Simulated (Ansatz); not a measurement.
**Pb in Ansatz: the effect of functional**

Pb:

```
CELL_PARAMETERS angstrom
0.00000 3.39252 3.39252
3.39252 0.00000 3.39252
3.39252 3.39252 0.00000
ATOMIC_POSITIONS crystal
Pb 0.25000 0.25000 0.25000
Pb 0.00000 0.00000 0.00000
```

This isn't the form of Pb at room conditions, which is fcc.

The cell isn't the ideal one: volume scaled by 0.96.

Alike in all runs:

```yaml
Program: Ansatz 0.2.0
Task: single point
Potentials_or_basis: Ansatz PAW
k_mesh: 7 × 7 × 7
Occupations: fermi-dirac, width 0.05 eV
Spin: no spin polarisation
```

```csv
functional,cutoff,pressure (GPa)
LDA,420 eV (not typed: the program's choice for these potentials),0.7
PBEsol,420 eV (not typed: the program's choice for these potentials),1.9
r2SCAN,500 eV (not typed: the program's choice for these potentials),?
```

What does the run with functional r2SCAN give?

Pressure 2.6 GPa.

Caveats: the PAW data sets come from PBE, with cores solved anew for the run's functional, which leaves a small shift of forces and pressure.

Runs at the PBE level aren't shown here.
